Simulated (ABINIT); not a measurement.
# MgO (Fm-3m) in ABINIT: settings compared

The runs below take MgO through band structure, equation of state, with r2SCAN, BP86+D3(BJ), PBEsol, LDA.

Everything below comes from runs of ABINIT 10.8.3 (patched build). Logs are shortened: lines on timing, memory, paths and dates and some standing lists are left out, and cuts for length are marked. The log counts tension as positive stress, the text compression.

**What was measured.**

From “Electronic structure of alkaline earth and post-transition metal oxides”, 2009, arxiv:0908.1581, for a bulk crystal of MgO: band gap 7.83 eV.

How close the calculation comes is told below.

**1. The crystal as given**

Symmetry: Fm-3m, No. 225, cubic system. The conventional cell has a = 4.194 Å, b = 4.194 Å, c = 4.194 Å, α = 90.00°, β = 90.00°, γ = 90.00°. Mg (site symmetry m-3m) is surrounded by 6 O at 2.10 Å. O (site symmetry m-3m) is surrounded by 6 Mg at 2.10 Å.

The cell is a database's computed one.

**2. Band structure, r2SCAN**

File run.abi:

```
# Datasets: ground state, then fixed potential
ndtset 2

# Pseudopotentials
pp_dirpath "./"
pseudos "Mg.GGA_PBE-JTH.xml, O.GGA_PBE-JTH.xml"

# Structure
acell 5.6041865537 5.6041865537 5.6041865537
rprim
     0.0000000000     0.7071067812     0.7071067812
     0.7071067812     0.0000000000     0.7071067812
     0.7071067812     0.7071067812     0.0000000000
ntypat 2
znucl 12 8
natom 2
typat 1 2
xcart
     0.0000000000     0.0000000000     0.0000000000
     2.0970013927     2.0970013927     2.0970013927 Angstrom

# Plane-wave basis
ecut 28.0
pawecutdg 50.0

# Exchange and correlation
ixc -497498
usekden 1
pawxcdev 0

# Bands and occupations
occopt 3
tsmear 0.00183747

# SCF cycle
nstep 100

# Output
iomode 3
prtwf 0
prteig 0
prtebands 0
enunit 1
prtden1 1
prtkden1 1

# Dataset 1
kptopt1 1
ngkpt1 11 11 11
nshiftk1 1
shiftk1 0.0 0.0 0.0
nband1 12
tolvrs1 1.0e-7

# Dataset 2: bands along G-X-W-K-G-L-U-W-L-K
iscf2 -2
getden2 1
getkden2 1
nband2 18
nbdbuf2 4
tolwfr2 1.0e-11
kptopt2 -9
ndivsm2 5
prteig2 1
prtvol2 -3
kptbounds2
     0.0000000000     0.0000000000     0.0000000000
     0.5000000000     0.0000000000     0.5000000000
     0.5000000000     0.2500000000     0.7500000000
     0.3750000000     0.3750000000     0.7500000000
     0.0000000000     0.0000000000     0.0000000000
     0.5000000000     0.5000000000     0.5000000000
     0.6250000000     0.2500000000     0.6250000000
     0.5000000000     0.2500000000     0.7500000000
     0.5000000000     0.5000000000     0.5000000000
     0.3750000000     0.3750000000     0.7500000000
```

Potentials or basis: JTH PAW PBE v2.0.

Run with:

```sh
> abinit run.abi > log 2>&1
```

run.abo:

```text
.Version 10.8.3 of ABINIT
 DATASET    1 : space group Fm -3 m (#225); Bravais cF (face-center cubic)
================================================================================
 Values of the parameters that define the memory need for DATASET  1.
     intxc =       0    ionmov =       0      iscf =      17    lmnmax =       8
     lnmax =       4     mgfft =      30  mpssoang =       2    mqgrid =    3001
     natom =       2  nloc_mem =       2    nspden =       1   nspinor =       1
    nsppol =       1      nsym =      48    n1xccc =       1    ntypat =       2
    occopt =       3   xclevel =       2
       mpw =         903          nfft =       27000          nkpt =          56
 PAW method is used; the additional fine FFT grid is defined by:
   mgfftf=        36    nfftf =     46656
================================================================================
================================================================================

 DATASET    2 : space group Fm -3 m (#225); Bravais cF (face-center cubic)
================================================================================
 Values of the parameters that define the memory need for DATASET  2.
     intxc =       0    ionmov =       0      iscf =      -2    lmnmax =       8
     lnmax =       4     mgfft =      30  mpssoang =       2    mqgrid =    3001
     natom =       2  nloc_mem =       2    nspden =       1   nspinor =       1
    nsppol =       1      nsym =      48    n1xccc =       1    ntypat =       2
    occopt =       3   xclevel =       2
       mpw =         903          nfft =       27000          nkpt =          87
 PAW method is used; the additional fine FFT grid is defined by:
   mgfftf=        36    nfftf =     46656
================================================================================
================================================================================

--------------------------------------------------------------------------------
------------- Echo of variables that govern the present computation ------------
--------------------------------------------------------------------------------
 -outvars: echo values of preprocessed input variables --------
            acell      5.6041865537E+00  5.6041865537E+00  5.6041865537E+00 Bohr
              amu      2.43050000E+01  1.59994000E+01
             ecut      2.80000000E+01 Hartree
           enunit           1
           getden1          0
           getden2          1
          getkden1          0
          getkden2          1
             iscf1         17
             iscf2         -2
              ixc     -497498
           jdtset        1    2
           kptopt1          1
           kptopt2         -9
         kptrlatt       11    0    0      0   11    0      0    0   11
          kptrlen1     6.16460521E+01
          kptrlen2     3.00000000E+01
            natom           2
            nband1         12
            nband2         18
           nbdbuf1          0
           nbdbuf2          4
           ndtset           2
           ndivsm1          0
           ndivsm2          5
            ngfft          30      30      30
          ngfftdg          36      36      36
             nkpt1         56
             nkpt2         87
            nstep         100
             nsym          48
           ntypat           2
           occopt           3
        pawecutdg      5.00000000E+01 Hartree
         pawxcdev           0
        prtebands           0
           prteig1          0
           prteig2          1
          prtkden           1
           prtvol1          0
           prtvol2         -3
            prtwf           0
            rprim      0.0000000000E+00  7.0710678120E-01  7.0710678120E-01
                       7.0710678120E-01  0.0000000000E+00  7.0710678120E-01
                       7.0710678120E-01  7.0710678120E-01  0.0000000000E+00
           shiftk1     0.00000000E+00  0.00000000E+00  0.00000000E+00
           shiftk2     5.00000000E-01  5.00000000E-01  5.00000000E-01
[... 44 lines left out ...]
lattice_angles: [ 60.000,  60.000,  60.000, ] # degrees, (23, 13, 12)
lattice_volume:   1.2445798E+02
convergence: {deltae:  0.000E+00, res2:  0.000E+00, residm:  9.954E-12, diffor:  0.000E+00, }
etotal    :  -7.92324444E+01
entropy   :   0.00000000E+00
fermie    :   3.25991179E-01
cartesian_stress_tensor: null
pressure_GPa: null
xred      :
- [  0.0000E+00,   0.0000E+00,   0.0000E+00, Mg]
- [  5.0000E-01,   5.0000E-01,   5.0000E-01,  O]
cartesian_forces: null
force_length_stats: {min: null, max: null, mean: null, }
...

 Integrated electronic density in atomic spheres:
 ------------------------------------------------
 Atom  Sphere_radius  Integrated_density
    1        1.90158          8.28535687
    2        1.41465          4.62306853

================================================================================

 ----iterations are completed or convergence reached----

 Mean square residual over all n,k,spin=   34.543E-13; max=  99.543E-13
 reduced coordinates (array xred) for    2 atoms
       0.000000000000      0.000000000000      0.000000000000
       0.500000000000      0.500000000000      0.500000000000

 cartesian coordinates (angstrom) at end:
    1      0.00000000000000     0.00000000000000     0.00000000000000
    2      2.09700139131405     2.09700139131405     2.09700139131405
 length scales=  5.604186553700  5.604186553700  5.604186553700 bohr
              =  2.965607807855  2.965607807855  2.965607807855 angstroms
 Eigenvalues (   eV  ) for nkpt=  87  k points:
 kpt#   1, nband= 18, wtk=  1.00000, kpt=  0.0000  0.0000  0.0000 (reduced coord)
 -69.68255  -34.76695  -34.76695  -34.76695  -13.04046    5.21225    5.21225    5.21225
  10.98532   22.13328   22.13328   22.13328   26.29256   28.09888   28.09888   31.67867
  31.67867   31.67867
 kpt#   2, nband= 18, wtk=  1.00000, kpt=  0.0357  0.0000  0.0357 (reduced coord)
 -69.68241  -34.76804  -34.76732  -34.76732  -13.02155    5.11077    5.19128    5.19128
  11.10202   21.82944   22.18523   22.18523   26.68540   27.77848   28.13984   31.73769
  31.73769   31.96302
 kpt#   3, nband= 18, wtk=  1.00000, kpt=  0.0714  0.0000  0.0714 (reduced coord)
 -69.68198  -34.77121  -34.76837  -34.76837  -12.96572    4.83179    5.13027    5.13027
  11.42702   21.13434   22.33743   22.33743   27.01828   27.64751   28.26248   31.91561
  31.91561   32.61391
 kpt#   4, nband= 18, wtk=  1.00000, kpt=  0.1071  0.0000  0.1071 (reduced coord)
 -69.68130  -34.77625  -34.77011  -34.77011  -12.87565    4.43282    5.03390    5.03390
  11.90442   20.31744   22.57947   22.57947   26.07240   28.46610   28.90936   32.21455
  32.21455   33.37080
 kpt#   5, nband= 18, wtk=  1.00000, kpt=  0.1429  0.0000  0.1429 (reduced coord)
[... 317 lines left out ...]
  16.17017   18.64245   19.68176   24.24708   25.88298   30.12589   33.56249   35.71226
  36.10390   39.36077
 kpt#  85, nband= 18, wtk=  1.00000, kpt=  0.4028  0.4028  0.6944 (reduced coord)
 -69.67186  -34.83265  -34.81111  -34.78549  -11.53093    1.59092    2.57843    4.14697
  16.40694   18.60366   19.27191   24.54307   25.41314   30.57352   34.36606   35.37258
  35.78545   40.37935
 kpt#  86, nband= 18, wtk=  1.00000, kpt=  0.3889  0.3889  0.7222 (reduced coord)
 -69.67157  -34.82829  -34.81640  -34.78738  -11.50439    1.74034    2.39603    4.08337
  16.44783   18.60094   18.99875   24.78487   25.11518   31.15661   34.56287   35.41930
  35.46795   41.53221
 kpt#  87, nband= 18, wtk=  1.00000, kpt=  0.3750  0.3750  0.7500 (reduced coord)
 -69.67140  -34.82838  -34.81620  -34.78899  -11.49214    1.68920    2.48208    4.03292
  16.35701   18.38750   19.02112   24.96281   25.00066   31.83999   34.28441   35.17486
  35.76418   42.34826

== END DATASET(S) ==============================================================
================================================================================

 -outvars: echo values of variables after computation  --------
            acell      5.6041865537E+00  5.6041865537E+00  5.6041865537E+00 Bohr
           etotal1    -7.9232444362E+01
            fcart1    -0.0000000000E+00 -0.0000000000E+00 -0.0000000000E+00
                      -0.0000000000E+00 -0.0000000000E+00 -0.0000000000E+00
            rprim      0.0000000000E+00  7.0710678120E-01  7.0710678120E-01
                       7.0710678120E-01  0.0000000000E+00  7.0710678120E-01
                       7.0710678120E-01  7.0710678120E-01  0.0000000000E+00
           strten1    -5.6388108631E-05 -5.6388108631E-05 -5.6388108631E-05
                       0.0000000000E+00  0.0000000000E+00  0.0000000000E+00
           xangst      0.0000000000E+00  0.0000000000E+00  0.0000000000E+00
                       2.0970013913E+00  2.0970013913E+00  2.0970013913E+00
             xred      0.0000000000E+00  0.0000000000E+00  0.0000000000E+00
                       5.0000000000E-01  5.0000000000E-01  5.0000000000E-01
 Calculation completed.
```

Wall time 2.3 min (1 thread of Arm Neoverse V2, shared host); peak memory 0.13 GiB.

What came out:

```
Free energy                                           : -2156.0246 eV
Pressure                                              : 1.7 GPa
Band gap on the k mesh                                : 5.77 eV, direct
Band gap along the path                               : 5.77 eV, direct
Valence electrons inside the program's atomic spheres : Mg 8.29; O 4.62
```

Levels at the corners of the path, in eV from the valence-band top:
```csv
point,band 4,band 5,band 6,band 7,band 8,band 9,band 10,band 11,band 12,band 13
Γ,-39.98,-18.25,0.00,0.00,0.00,5.77,16.92,16.92,16.92,21.08
X,-40.01,-16.74,-4.12,-1.38,-1.38,10.06,11.30,14.47,20.71,20.71
W,-40.01,-16.67,-2.98,-2.98,-1.79,12.80,12.80,13.62,16.93,23.61
K,-40.00,-16.70,-3.52,-2.73,-1.18,11.14,13.18,13.81,19.75,19.79
Γ,-39.98,-18.25,0.00,0.00,0.00,5.77,16.92,16.92,16.92,21.08
L,-39.99,-16.94,-4.65,-0.69,-0.69,8.91,14.00,17.67,17.67,22.74
U,-40.00,-16.70,-3.52,-2.73,-1.18,11.14,13.18,13.81,19.75,19.79
W,-40.01,-16.67,-2.98,-2.98,-1.79,12.80,12.80,13.62,16.93,23.61
L,-39.99,-16.94,-4.65,-0.69,-0.69,8.91,14.00,17.67,17.67,22.74
K,-40.00,-16.70,-3.52,-2.73,-1.18,11.14,13.18,13.81,19.75,19.79
```

Caveat: totals of a meta-GGA on PAW files have another zero than those of a GGA; the PAW data sets were made with another functional, which shifts forces and pressure a little.

**3. Equation of state, BP86+D3(BJ)**

File run.abi:

```
# Datasets: one volume each
ndtset 7
getwfk -1
scalecart1 3*0.9795861087
scalecart2 3*0.9864848297
scalecart3 3*0.9932883884
scalecart4 3*1.0000000000
scalecart5 3*1.0066227096
scalecart6 3*1.0131594038
scalecart7 3*1.0196128224

# Pseudopotentials
pp_dirpath "./"
pseudos "Mg.GGA_PBE-JTH.xml, O.GGA_PBE-JTH.xml"

# Structure
acell 2.9656078099 2.9656078099 2.9656078099 Angstrom
rprim
     0.0000000000     0.7071067812     0.7071067812
     0.7071067812     0.0000000000     0.7071067812
     0.7071067812     0.7071067812     0.0000000000
ntypat 2
znucl 12 8
natom 2
typat 1 2
xred
     0.0000000000     0.0000000000     0.0000000000
     0.5000000000     0.5000000000     0.5000000000

# Plane-wave basis
ecut 23.0
pawecutdg 45.0

# k points
kptopt 1
ngkpt 11 11 11
nshiftk 1
shiftk 0.0 0.0 0.0

# Exchange and correlation
ixc -106132
vdw_xc 7

# Bands and occupations
nband 12
occopt 3
tsmear 0.00183747

# SCF cycle
nstep 100
tolvrs 1.0e-9

# Output
iomode 3
prtwf 1
prtden 0
prteig 0
prtebands 0
enunit 2
```

Potentials or basis: JTH PAW PBE v2.0.

Run with:

```sh
> abinit run.abi > log 2>&1
```

It took 83 s on 1 thread of Arm Neoverse V2, shared host; peak memory 0.13 GiB.

It converged, with:

```
Equilibrium volume                      : 9.01 Å³/atom
Bulk modulus                            : 170 GPa
Pressure derivative of the bulk modulus : 4.1
```

Energy against volume, from the lowest point:
| volume (Å³/atom) | energy (meV/atom) |
| --- | --- |
| 8.668 | 7.48 |
| 8.853 | 1.54 |
| 9.037 | 0.00 |
| 9.221 | 2.38 |
| 9.406 | 8.35 |
| 9.590 | 17.55 |
| 9.775 | 29.59 |

Caveat: pressures at fixed basis lie under the slope of the energies; the PAW data sets were made with another functional, which shifts forces and pressure a little.

**4. Band structure, PBEsol**

File run.abi:

```
# Datasets: ground state, then fixed potential
ndtset 2

# Pseudopotentials
pp_dirpath "./"
pseudos "Mg.upf, O.upf"

# Structure
acell 3*1.0
rprim
     0.0000000000     3.9627583152     3.9627583152
     3.9627583152     0.0000000000     3.9627583152
     3.9627583152     3.9627583152     0.0000000000
ntypat 2
znucl 12 8
natom 2
typat 1 2
xcart
     0.0000000000     0.0000000000     0.0000000000
     2.0970013927     2.0970013927     2.0970013927 Angstrom

# Plane-wave basis
ecut 42.0

# Exchange and correlation
ixc -116133

# Bands and occupations
occopt 3
tsmear 0.05 eV

# SCF cycle
nstep 100

# Output
iomode 3
prtwf 0
prteig 0
prtebands 0
enunit 1
prtden1 1

# Dataset 1
kptopt1 1
ngkpt1 11 11 11
nshiftk1 1
shiftk1 0.0 0.0 0.0
nband1 12
tolvrs1 1.0e-10

# Dataset 2: bands along G-X-W-K-G-L-U-W-L-K
iscf2 -2
getden2 1
nband2 18
nbdbuf2 4
tolwfr2 1.0e-11
kptopt2 -9
ndivsm2 8
prteig2 1
kptbounds2
     0.0000000000     0.0000000000     0.0000000000
     0.5000000000     0.0000000000     0.5000000000
     0.5000000000     0.2500000000     0.7500000000
     0.3750000000     0.3750000000     0.7500000000
     0.0000000000     0.0000000000     0.0000000000
     0.5000000000     0.5000000000     0.5000000000
     0.6250000000     0.2500000000     0.6250000000
     0.5000000000     0.2500000000     0.7500000000
     0.5000000000     0.5000000000     0.5000000000
     0.3750000000     0.3750000000     0.7500000000
```

Potentials or basis: PseudoDojo NC SR PBEsol v0.4.1 standard.

Run with:

```sh
> abinit run.abi > log 2>&1
```

It took 69 s on 1 thread of Arm Neoverse V2, shared host; peak memory 0.13 GiB.

The run converged. Its results:

```yaml
Free_energy: -2065.6726 eV
Pressure: 2.2 GPa
Band_gap_on_the_k_mesh: 4.79 eV, direct
Band_gap_along_the_path: 4.79 eV, direct
Valence_electrons_inside_the_program's_atomic_spheres: Mg 8.42; O 6.31
```

Levels at the corners of the path, in eV from the valence-band top:
| point | band 6 | band 7 | band 8 | band 9 | band 10 | band 11 |
| --- | --- | --- | --- | --- | --- | --- |
| Γ | 0.00 | 0.00 | 0.00 | 4.79 | 15.86 | 15.86 |
| X | -4.15 | -1.37 | -1.37 | 9.04 | 10.04 | 13.09 |
| W | -3.01 | -3.01 | -1.80 | 11.62 | 11.62 | 12.25 |
| K | -3.56 | -2.76 | -1.16 | 10.05 | 11.85 | 12.51 |
| Γ | 0.00 | 0.00 | 0.00 | 4.79 | 15.86 | 15.86 |
| L | -4.71 | -0.66 | -0.66 | 7.85 | 12.65 | 16.33 |
| U | -3.56 | -2.76 | -1.16 | 10.05 | 11.85 | 12.51 |
| W | -3.01 | -3.01 | -1.80 | 11.62 | 11.62 | 12.25 |
| L | -4.71 | -0.66 | -0.66 | 7.85 | 12.65 | 16.33 |
| K | -3.56 | -2.76 | -1.16 | 10.05 | 11.85 | 12.51 |

**5. Band structure, LDA**

run.abi: that of step 4 with these lines changed.

```diff
@@ -8,7 +8,7 @@
 # Structure
-acell 3*1.0
+acell 3*1.0 Angstrom
 rprim
-     0.0000000000     3.9627583152     3.9627583152
-     3.9627583152     0.0000000000     3.9627583152
-     3.9627583152     3.9627583152     0.0000000000
+     0.0000000000     2.0970013927     2.0970013927
+     2.0970013927     0.0000000000     2.0970013927
+     2.0970013927     2.0970013927     0.0000000000
 ntypat 2
@@ -25,3 +25,3 @@
 # Exchange and correlation
-ixc -116133
+ixc 7
 
@@ -57,4 +57,5 @@
 kptopt2 -9
-ndivsm2 8
+ndivsm2 5
 prteig2 1
+prtvol2 -3
 kptbounds2
```

Potentials or basis: PseudoDojo NC SR LDA v0.4.1 standard.

Run with:

```sh
> abinit run.abi > log 2>&1
```

Wall time 51 s (1 thread of Arm Neoverse V2, shared host); peak memory 0.11 GiB.

It converged, with:

```yaml
Free_energy: -2065.8197 eV
Pressure: -4.0 GPa
Band_gap_on_the_k_mesh: 4.82 eV, direct
Band_gap_along_the_path: 4.82 eV, direct
Valence_electrons_inside_the_program's_atomic_spheres: Mg 8.43; O 6.30
```

Levels at the corners of the path, in eV from the valence-band top:
```tsv
point	band 5	band 6	band 7	band 8	band 9	band 10	band 11	band 12
Γ	-17.00	0.00	0.00	0.00	4.82	15.77	15.77	15.77
X	-15.34	-4.16	-1.38	-1.38	9.02	9.87	13.02	18.84
W	-15.27	-3.01	-3.01	-1.82	11.58	11.58	12.05	15.47
K	-15.31	-3.56	-2.77	-1.17	10.01	11.68	12.46	17.99
Γ	-17.00	0.00	0.00	0.00	4.82	15.77	15.77	15.77
L	-15.58	-4.73	-0.66	-0.66	7.85	12.55	16.17	16.17
U	-15.31	-3.56	-2.77	-1.17	10.01	11.68	12.46	17.99
W	-15.27	-3.01	-3.01	-1.82	11.58	11.58	12.05	15.47
L	-15.58	-4.73	-0.66	-0.66	7.85	12.55	16.17	16.17
K	-15.31	-3.56	-2.77	-1.17	10.01	11.68	12.46	17.99
```

**6. Summary**

```tsv
task	level	potentials or basis	cutoff (eV)	fine-grid cutoff	gap on the mesh (eV)	pressure (GPa)
band structure	r2SCAN	JTH PAW PBE v2.0	762	1360.57 eV	5.77	1.7
equation of state	BP86+D3(BJ)	JTH PAW PBE v2.0	626	1224.51 eV	-	-
band structure	PBEsol	PseudoDojo NC SR PBEsol v0.4.1 standard	1143	-	4.79	2.2
band structure	LDA	PseudoDojo NC SR LDA v0.4.1 standard	1143	-	4.82	-4.0
```

Alike in all rows: no spin polarisation; cell as given; k mesh 11 × 11 × 11; smearing fermi-dirac 0.05 eV.

Caveats: the PAW data sets were made with another functional, which shifts forces and pressure a little (some runs); totals of a meta-GGA on PAW files have another zero than those of a GGA (some runs); pressures at fixed basis lie under the slope of the energies (some runs).

Total energies depend on the potentials used, so only differences within one code and one set of settings carry meaning.

**7. Comparison with measurements**

Step 2. Measured gap of MgO: 7.83 eV (quoted in “Electronic structure of alkaline earth and post-transition metal oxides”, 2009, arxiv:0908.1581). This calculation gives 5.77 eV (-2.06 eV). The value is that of r2SCAN, without temperature or zero-point motion. The cell is a database's relaxed one, not the measured one, which moves gaps too.

Step 4. A measured gap of MgO is 7.83 eV (quoted in “Electronic structure of alkaline earth and post-transition metal oxides”, 2009, arxiv:0908.1581); the calculated 4.79 eV misses it by -3.04 eV. The value is that of PBEsol, without temperature or zero-point motion. Semilocal functionals fall short of measured gaps as a rule. The cell is a database's relaxed one, not the measured one, which moves gaps too.

Step 5. A measured gap of MgO is 7.83 eV (quoted in “Electronic structure of alkaline earth and post-transition metal oxides”, 2009, arxiv:0908.1581); the calculated 4.82 eV misses it by -3.01 eV. The value is that of LDA, without temperature or zero-point motion. Semilocal functionals fall short of measured gaps as a rule. The cell is a database's relaxed one, not the measured one, which moves gaps too.
